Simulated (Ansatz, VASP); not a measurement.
## Cs in VASP and in Ansatz

INCAR

```
PREC = Accurate
ENCUT = 520
EDIFF = 1E-6
ISMEAR = -1
SIGMA = 0.05
LREAL = False
LASPH = True
NELM = 100
ALGO = Normal
ISIF = 2
LWAVE = False
LCHARG = False
NBANDS = 10
```

Contents of KPOINTS:

```
Automatic mesh
0
Gamma
  9 9 9
```

The input POSCAR:

```
Cs
1.0
   -3.0829500000      3.0829500000      3.0225000000
    3.0829500000     -3.0829500000      3.0225000000
    3.0829500000      3.0829500000     -3.0225000000
Cs
1
Direct
    0.0000000000      0.0000000000      0.0000000000
```

Input for Ansatz:

```yaml
crystal:
  lattice:
    - [-3.08295, 3.08295, 3.0225]
    - [3.08295, -3.08295, 3.0225]
    - [3.08295, 3.08295, -3.0225]
  atoms:
    - { symbol: Cs, position: [0.0, 0.0, 0.0] }
kpoints:
  mp_grid: { grid: [9, 9, 9] }
  band_path:
    path:
      - [0.0, 0.0, 0.0]
      - [0.0, 0.0, 0.5]
      - [-0.5, 0.5, 0.5]
      - [0.0, 0.0, 0.0]
      - [0.4902921953, 0.4902921953, -0.4902921953]
      - [-0.4902921953, 0.5097078047, 0.4902921953]
      - [-0.5, 0.5, 0.5]
      - [0.0, 0.0, 0.5]
      - [0.25, 0.25, 0.25]
    npoints: 5
scf:
  occupations: { method: fermi_dirac, width: 0.05 }
hamiltonian:
  xc: lda
  pseudopotentials: { kind: all_electron, lapw: { basis_error: 0.001 } }
output:
  forces: true
  stress: true
  eigenvalues: true
```

Change from the starting cell: equal xx and yy strain of +2 %.

Alike in both runs: task single point; functional LDA; k mesh 9 × 9 × 9; occupations fermi-dirac, width 0.05 eV; no spin polarisation.

|  | VASP | Ansatz |
| --- | --- | --- |
| version | VASP 6.6.1 | Ansatz 0.2.0 |
| potentials or method | VASP PAW LDA potentials, release 64 (Cs_sv) | all-electron LAPW, scalar-relativistic |
| plane-wave cutoff (eV) | 520 | see its input |

```csv
,VASP,Ansatz,Ansatz less VASP
pressure (GPa),-0.3,-0.3,+0.01
```

Ansatz ran all-electron here, so the differences hold the error of VASP's frozen core and of both bases.

The runs have no spin-orbit coupling, so splittings on Cs are missing.
